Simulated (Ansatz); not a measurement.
CrCuO2: band structure with RPBE

CrCuO2:

```
CELL_PARAMETERS angstrom
1.48670 0.85835 5.70000
-1.48670 0.85835 5.70000
0.00000 -1.71669 5.70000
ATOMIC_POSITIONS crystal
Cu 0.00000 0.00000 0.00000
Cr 0.50000 0.50000 0.50000
O 0.89208 0.89208 0.89208
O 0.10792 0.10792 0.10792
```

| Item | Value |
| --- | --- |
| Program | Ansatz 0.2.0 |
| Task | band structure |
| Functional | RPBE |
| Potentials or basis | Ansatz PAW |
| Cutoff | 420 eV (not typed: the program's choice for these potentials) |
| k mesh | 10 × 10 × 10 |
| Occupations | fermi-dirac, width 0.05 eV |
| Spin | collinear spin, ferromagnetic start |
| Starting moments | [0.6, 3.0, 0.0, 0.0] μB |
| Path | [["G", "L", "B1"], ["B", "Z", "G", "X"], ["Q", "F", "P1", "Z"], ["L", "P"]] |
| Points for each segment of the path | 14 |

```
Pressure                : 9.4 GPa
Largest force           : 0.010 eV/Å
Band gap on the k mesh  : 1.14 eV, indirect (least direct gap 1.33 eV)
Band gap along the path : 1.21 eV, indirect (least direct gap 1.61 eV)
Net moment              : 3.00 μB per cell
Absolute moment         : 3.07 μB per cell
Site moments            : Cu +0.01; Cr +2.41; O +0.00 μB
```

Forces on the atoms (eV/Å):
```
Cu   0.000  0.000  0.000
Cr   0.000  0.000  0.000
O    0.000  0.000 -0.010
O    0.000  0.000  0.010
```

Stress tensor (GPa, compression positive):
```
 8.99  0.00  0.00
 0.00  8.99  0.00
 0.00  0.00 10.15
```

Levels at the corners of the path, in eV from the valence-band top:
Spin up:
```csv
point,band 21,band 22,band 23,band 24,band 25,band 26,band 27,band 28
Γ,-1.91,-1.19,-1.19,-0.84,2.15,2.93,2.93,6.64
L,-1.40,-0.60,-0.59,-0.40,2.29,2.68,2.86,5.78
B1,-1.09,-1.08,-0.35,-0.01,2.31,2.33,4.63,5.50
B,-1.09,-1.08,-0.35,-0.01,2.31,2.33,4.63,5.50
Z,-1.28,-1.13,-1.13,-0.28,2.73,2.73,3.19,5.20
Γ,-1.91,-1.19,-1.19,-0.84,2.15,2.93,2.93,6.64
X,-1.10,-1.08,-0.33,-0.01,2.29,2.32,4.90,5.25
Q,-1.10,-1.08,-0.33,-0.01,2.29,2.32,4.90,5.25
F,-1.42,-0.60,-0.55,-0.17,2.23,2.71,2.89,6.60
P1,-1.41,-0.59,-0.59,-0.23,2.22,2.74,2.83,6.48
Z,-1.28,-1.13,-1.13,-0.28,2.73,2.73,3.19,5.20
L,-1.40,-0.60,-0.59,-0.40,2.29,2.68,2.86,5.78
P,-1.41,-0.59,-0.59,-0.23,2.22,2.74,2.83,6.48
```
Spin down:
```tsv
point	band 18	band 19	band 20	band 21	band 22	band 23	band 24	band 25
Γ	-2.13	-2.13	-1.74	-1.74	1.44	1.97	1.97	3.26
L	-1.64	-1.51	-1.44	-0.56	1.21	2.80	2.90	3.34
B1	-2.03	-1.80	-1.59	-0.69	2.22	2.72	2.79	3.72
B	-2.03	-1.80	-1.59	-0.69	2.22	2.72	2.79	3.72
Z	-2.13	-2.13	-1.13	-1.13	1.96	1.96	2.79	3.25
Γ	-2.13	-2.13	-1.74	-1.74	1.44	1.97	1.97	3.26
X	-2.05	-1.80	-1.58	-0.69	2.21	2.74	2.78	3.69
Q	-2.05	-1.80	-1.58	-0.69	2.21	2.74	2.78	3.69
F	-1.98	-1.68	-1.51	-0.77	1.81	2.81	2.91	2.91
P1	-1.85	-1.60	-1.51	-0.73	1.57	2.87	2.91	2.92
Z	-2.13	-2.13	-1.13	-1.13	1.96	1.96	2.79	3.25
L	-1.64	-1.51	-1.44	-0.56	1.21	2.80	2.90	3.34
P	-1.85	-1.60	-1.51	-0.73	1.57	2.87	2.91	2.92
```

Run time: 5.9 s on 2 threads of AMD EPYC 9R45 96-Core Processor (Zen 5), with other jobs on the host, peak memory 0.59 GiB.

Caveat: the pressure holds a Pulay correction of +0.6 GPa for the finite cutoff; only a ferromagnetic start was run, and an antiferromagnetic order may lie lower in energy; the PAW data sets come from PBE, with cores solved anew for the run's functional, which leaves a small shift of forces and pressure. A hybrid or GW would open this gap; RPBE tends to underestimate it.
